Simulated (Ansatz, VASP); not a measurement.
# Sn: VASP beside Ansatz

POSCAR

```
Sn
1.0
   -1.8075530435      1.8075530435      1.8075530435
    1.8075530435     -1.8075530435      1.8075530435
    1.8075530435      1.8075530435     -1.8075530435
Sn
1
Direct
    0.0000000000      0.0000000000      0.0000000000
```

File INCAR.step1:

```
ALGO     = Normal         # electronic algorithm
EDIFF    = 1E-4           # SCF threshold, eV
ENCUT    = 520            # plane-wave cutoff, eV
GGA      = PE             # functional
ISMEAR   = -1             # smearing method
LASPH    = T              # aspherical terms in the spheres
LCHARG   = F              # write CHGCAR
LREAL    = F              # projectors in reciprocal space
LWAVE    = T              # write WAVECAR
NBANDS   = 13             # bands
NELM     = 80             # most SCF steps
PREC     = Accurate       # precision mode
SIGMA    = 0.1            # smearing width, eV
```

INCAR.step2

```
ALGO     = Normal         # electronic algorithm
EDIFF    = 1E-7           # SCF threshold, eV
ENCUT    = 520            # plane-wave cutoff, eV
ISIF     = 2              # what is computed and relaxed
ISMEAR   = -1             # smearing method
ISTART   = 1            
LASPH    = T              # aspherical terms in the spheres
LCHARG   = T              # write CHGCAR
LELF     = T              # ELF
LMIXTAU  = T            
LREAL    = F              # projectors in reciprocal space
LVHAR    = T            
LWAVE    = F              # write WAVECAR
METAGGA  = R2SCAN         # meta-GGA
NBANDS   = 13             # bands
NELM     = 80             # most SCF steps
PREC     = Accurate       # precision mode
SIGMA    = 0.1            # smearing width, eV
```

Contents of KPOINTS:

```
k-points
0
Gamma
  13 13 13
```

Input for Ansatz:

```yaml
crystal:
  lattice:
    - [-1.8075530435, 1.8075530435, 1.8075530435]
    - [1.8075530435, -1.8075530435, 1.8075530435]
    - [1.8075530435, 1.8075530435, -1.8075530435]
  atoms:
    - { symbol: Sn, position: [0.0, 0.0, 0.0] }
hamiltonian:
  xc: r2scan
  pseudopotentials:
    kind: paw
    azcp:
      Sn: "pseudopotentials/Sn.paw.azcp"
basis:
  ecutwfc: 500
  fft_grid_basis: typed
kpoints:
  mp_grid: { grid: [13, 13, 13], shift: [0, 0, 0] }
magnetization:
  spin_polarized: false
scf:
  occupations: { method: fermi_dirac, width: 0.1 }
  lower_state_search: "off"
output:
  stress: true
  write_density: true
  write_potential: true
  elf: true
  volumetric_format: npy
```

Alike in both runs: task single point; functional r2SCAN; k mesh 13 × 13 × 13; occupations fermi-dirac, width 0.1 eV; no spin polarisation.

|  | VASP | Ansatz |
| --- | --- | --- |
| version | VASP 6.6.1 | Ansatz 0.2.0 |
| potentials or method | VASP PAW PBE potentials, release 64 (Sn_d) | plane waves (500 eV) with PAW, scalar-relativistic |
| plane-wave cutoff (eV) | 520 | 500 |
| valence electrons in the cell | 14 | 14 |

Ansatz gave:

| Quantity | Value |
| --- | --- |
| pressure (GPa) | 9.4 |

Problem. Which values does VASP return?

Solution. Pressure (GPa): 9.5.

Caveats: the PAW data sets were made with another functional, which shifts forces and pressure a little (VASP).
